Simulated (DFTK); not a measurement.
# TaN (Fm-3m) in DFTK: further runs

Runs on TaN. Level: PBEsol. Tasks: equation of state, single point.

Program: DFTK 0.8.2. These are calculated values, not measurements. Logs are shortened: lines on timing, memory, paths and dates and some standing lists are left out, and cuts for length are marked.

## 1. The crystal as given

It takes space group Fm-3m (No. 225, cubic). The conventional cell has a = 4.423 Å, b = 4.423 Å, c = 4.423 Å, α = 90.00°, β = 90.00°, γ = 90.00°. Ta (site symmetry m-3m) has 6 N at 2.21 Å as nearest neighbours. Around N (site symmetry m-3m) lie 6 Ta at 2.21 Å.

The cell comes from a database or a generator and needn't be the stable form of this composition.

## 2. Equation of state, PBEsol

run.jl reads:

```julia
using DFTK
using PseudoPotentialData
using Unitful, UnitfulAtomic
using LinearAlgebra, Printf
using AtomsBase
include("save.jl")
disable_threading()

cell = [[0.0, 2.211323, 2.211323],
        [2.211323, 0.0, 2.211323],
        [2.211323, 2.211323, 0.0]]u"Å"
system = periodic_system([:Ta => [0.5, 0.5, 0.5],
                          :N => [0.0, 0.0, 0.0]],
                         cell; fractional=true)
lattice   = austrip.(hcat(cell_vectors(system)...))
symbols   = atomic_symbol(system, :) .|> Symbol
positions = [lattice \ austrip.(position(system, i)) for i in 1:length(system)]
pseudopotentials = Dict(:N => "N.upf", :Ta => "Ta.upf")
elements = Dict(s => ElementPsp(s, pseudopotentials; rcut=5.99) for s in unique(symbols))
atoms    = [elements[s] for s in symbols]

build_model(lattice, positions; symmetries=true) =
    model_DFT(lattice, atoms, positions;
              functionals=PBEsol(),
              temperature=austrip(0.05u"eV"),
              smearing=Smearing.FermiDirac(),
              symmetries)
Ecut  = 66.0  # hartree
kgrid = [6, 6, 6]
tol   = 1e-6
to_GPa = ustrip(uconvert(u"GPa", 1u"hartree/bohr^3"))

results["points"] = []
for scale in [0.94, 0.96, 0.98, 1.0, 1.02, 1.04, 1.06]
    println("\n=== scale = ", scale)
    model = build_model(cbrt(scale) * lattice, positions)
    basis = PlaneWaveBasis(model; Ecut, kgrid)
    t0 = time()
    scfres = self_consistent_field(basis;
                                   tol,
                                   nbandsalg=AdaptiveBands(model; n_bands_converge=21))
    seconds = time() - t0
    @printf "SCF: %d iterations, %.1f s\n" scfres.n_iter seconds
    forces = compute_forces_cart(scfres)
    stress = compute_stresses_cart(scfres)
    @printf "V = %.5f Å^3  F = %.8f Ha  max force = %.5f eV/Å  p = %.4f GPa\n" ustrip(auconvert(u"Å^3", model.unit_cell_volume)) scfres.energies.total ustrip(auconvert(u"eV/Å", maximum(norm, forces))) (-tr(stress) / 3 * to_GPa)
    push!(results["points"], save_scf!(scfres; forces, stress, d=Dict{String,Any}("seconds" => seconds, "n_matvec" => get(scfres, :n_matvec, 0))))
end

# third-order Birch-Murnaghan fit in x = V^(-2/3)
V = [0.94, 0.96, 0.98, 1.0, 1.02, 1.04, 1.06] * abs(det(lattice))
E = [p["total"] for p in results["points"]]
x = V .^ (-2 / 3)
c = [x .^ 0 x x .^ 2 x .^ 3] \ E
Δ = c[3]^2 - 3c[2] * c[4]
if Δ > 0
    x0 = (-c[3] + sqrt(Δ)) / 3c[4]
    B0 = 4 / 9 * x0^(7 / 2) * (2c[3] + 6c[4] * x0)
    @printf "V0 = %.4f Å^3  B0 = %.2f GPa\n" ustrip(auconvert(u"Å^3", x0^(-3 / 2))) B0 * to_GPa
end
```

Potentials or basis: PseudoDojo 0.4 stringent (PBEsol).

On the command line:

```bash
$ julia --threads=1 run.jl  # save.jl only writes the numbers to a file and isn't shown; printed stress counts tension as positive; times include loading and compiling
```

The log of the run:

```text
=== scale = 0.94
n     Energy            log10(ΔE)   log10(Δρ)   Diag   Δtime
---   ---------------   ---------   ---------   ----   ------
  1   -334.3964949144                   -0.54    5.8    11.7s
  2   -334.5449310717       -0.83       -1.26    2.1    6.17s
  3   -334.5461057673       -2.93       -1.55    2.6    6.63s
  4   -334.5463065487       -3.70       -2.24    1.0    3.76s
  5   -334.5463295114       -4.64       -2.55    2.2    5.27s
  6   -334.5463335064       -5.40       -3.19    1.9    5.44s
  7   -334.5463336050       -7.01       -3.84    1.7    5.15s
  8   -334.5463336163       -7.95       -4.44    2.1    5.68s
  9   -334.5463336166       -9.42       -4.63    2.4    6.10s
 10   -334.5463336168       -9.86       -5.95    1.6    5.01s
[... 63 further cycles ...]
  2   -334.5369646042       -0.82       -1.25    2.1    9.02s
  3   -334.5402078041       -2.49       -1.48    2.9    9.52s
  4   -334.5405647916       -3.45       -2.02    1.1    5.26s
  5   -334.5406479780       -4.08       -2.33    2.0    6.47s
  6   -334.5406686596       -4.68       -2.86    2.0    6.83s
  7   -334.5406688818       -6.65       -3.43    1.2    5.78s
  8   -334.5406689249       -7.37       -4.00    2.0    6.44s
  9   -334.5406689273       -8.60       -4.51    2.1    6.64s
 10   -334.5406689275       -9.82       -5.29    1.8    6.09s
 11   -334.5406689275      -10.78       -6.05    2.7    9.30s
SCF: 11 iterations, 91.1 s
V = 22.92411 Å^3  F = -334.54066893 Ha  max force = 0.00000 eV/Å  p = -26.1990 GPa
V0 = 20.9450 Å^3  B0 = 353.51 GPa
```

It took 17 min on 1 thread of Intel Xeon Platinum 8259CL at 2.50GHz (Skylake/Cascade Lake), shared host; peak memory 1.6 GiB.

What came out:

```
Equilibrium volume                      : 10.47 Å³/atom
Bulk modulus                            : 354 GPa
Pressure derivative of the bulk modulus : 4.4
```

Energy against volume, from the lowest point:
```tsv
volume (Å³/atom)	energy (meV/atom)
10.164	9.65
10.381	0.00
10.597	0.69
10.813	10.64
11.030	28.86
11.246	54.48
11.462	86.72
```

Caveat: the k mesh is coarse (spacing up to 0.41 Å⁻¹), so the values aren't converged.

## 3. Single point, PBEsol, 10.16 Å³/atom (volume scaled by 0.94)

run.jl is that of step 2.

Potentials or basis: PseudoDojo 0.4 stringent (PBEsol).

On the command line:

```bash
$ julia --threads=1 run.jl  # one pass of the loop, scale = 0.94; save.jl only writes the numbers to a file and isn't shown; printed stress counts tension as positive; times include loading and compiling
```

It took 77 s on 1 thread of Intel Xeon Platinum 8259CL at 2.50GHz (Skylake/Cascade Lake), shared host.

The run converged. Its results:

* Free energy: -9103.4695 eV
* Pressure: 11.2 GPa
* Band gap on the k mesh: none (metal or under the smearing width)

Caveat: the k mesh is coarse (spacing up to 0.42 Å⁻¹), so the values aren't converged.

## 4. Single point, PBEsol, 10.38 Å³/atom (volume scaled by 0.96)

run.jl is that of step 3.

On the command line:

```bash
$ julia --threads=1 run.jl  # one pass of the loop, scale = 0.96; save.jl only writes the numbers to a file and isn't shown; printed stress counts tension as positive; times include loading and compiling
```

Run time: 74 s. Hardware: 1 thread of Intel Xeon Platinum 8259CL at 2.50GHz (Skylake/Cascade Lake), shared host.

The run converged. Its results:

* Free energy: -9103.4888 eV
* Pressure: 3.1 GPa
* Band gap on the k mesh: none (metal or under the smearing width)

Caveat: the k mesh is coarse (spacing up to 0.42 Å⁻¹), so the values aren't converged.

## 5. Single point, PBEsol, 10.60 Å³/atom (volume scaled by 0.98)

run.jl is that of step 4.

On the command line:

```bash
$ julia --threads=1 run.jl  # one pass of the loop, scale = 0.98; save.jl only writes the numbers to a file and isn't shown; printed stress counts tension as positive; times include loading and compiling
```

Wall time 74 s (1 thread of Intel Xeon Platinum 8259CL at 2.50GHz (Skylake/Cascade Lake), shared host).

It converged, with:

| Property | Result |
| --- | --- |
| Free energy | -9103.4874 eV |
| Pressure | -4.1 GPa |
| Band gap on the k mesh | none (metal or under the smearing width) |

Caveat: the k mesh is coarse (spacing up to 0.41 Å⁻¹), so the values aren't converged.

## 6. Single point, PBEsol, 10.81 Å³/atom

run.jl is that of step 5.

Potentials or basis: PseudoDojo 0.4 stringent (PBEsol).

On the command line:

```bash
$ julia --threads=1 run.jl  # one pass of the loop, scale = 1.0; save.jl only writes the numbers to a file and isn't shown; printed stress counts tension as positive; times include loading and compiling
```

It took 73 s on 1 thread of Intel Xeon Platinum 8259CL at 2.50GHz (Skylake/Cascade Lake), shared host.

The run converged. Its results:

| Quantity | Value |
| --- | --- |
| Free energy | -9103.4675 eV |
| Pressure | -10.6 GPa |
| Band gap on the k mesh | none (metal or under the smearing width) |

Caveat: the k mesh is coarse (spacing up to 0.41 Å⁻¹), so the values aren't converged.

## 7. Single point, PBEsol, 11.03 Å³/atom (volume scaled by 1.02)

run.jl is that of step 6.

On the command line:

```bash
$ julia --threads=1 run.jl  # one pass of the loop, scale = 1.02; save.jl only writes the numbers to a file and isn't shown; printed stress counts tension as positive; times include loading and compiling
```

Run time: 74 s. Hardware: 1 thread of Intel Xeon Platinum 8259CL at 2.50GHz (Skylake/Cascade Lake), shared host.

The run converged. Its results:

```yaml
Free_energy: -9103.4311 eV
Pressure: -16.4 GPa
Band_gap_on_the_k_mesh: none (metal or under the smearing width)
```

Caveat: the k mesh is coarse (spacing up to 0.41 Å⁻¹), so the values aren't converged.

## 8. Single point, PBEsol, 11.25 Å³/atom (volume scaled by 1.04)

run.jl is that of step 7.

On the command line:

```bash
$ julia --threads=1 run.jl  # one pass of the loop, scale = 1.04; save.jl only writes the numbers to a file and isn't shown; printed stress counts tension as positive; times include loading and compiling
```

It took 76 s on 1 thread of Intel Xeon Platinum 8259CL at 2.50GHz (Skylake/Cascade Lake), shared host.

The run converged. Its results:

```
Free energy            : -9103.3798 eV
Pressure               : -21.6 GPa
Band gap on the k mesh : none (metal or under the smearing width)
```

Caveat: the k mesh is coarse (spacing up to 0.40 Å⁻¹), so the values aren't converged.

## 9. Single point, PBEsol, 11.46 Å³/atom (volume scaled by 1.06)

run.jl is that of step 8.

Potentials or basis: PseudoDojo 0.4 stringent (PBEsol).

On the command line:

```bash
$ julia --threads=1 run.jl  # one pass of the loop, scale = 1.06; save.jl only writes the numbers to a file and isn't shown; printed stress counts tension as positive; times include loading and compiling
```

Wall time 91 s (1 thread of Intel Xeon Platinum 8259CL at 2.50GHz (Skylake/Cascade Lake), shared host).

It converged, with:

```yaml
Free_energy: -9103.3154 eV
Pressure: -26.2 GPa
Band_gap_on_the_k_mesh: none (metal or under the smearing width)
```

Caveat: the k mesh is coarse (spacing up to 0.40 Å⁻¹), so the values aren't converged.

## 10. For comparison

An earlier run on the cell as given: functional PBEsol; potentials or basis dojo.nc.sr.pbesol.v0_4_1.standard.upf (PBEsol); cutoff 1143 eV; k mesh 10 × 10 × 10; occupations fermi-dirac, width 0.05 eV; no spin polarisation.

- Pressure: -11.1 GPa
- Band gap on the k mesh: none (metal or under the smearing width)
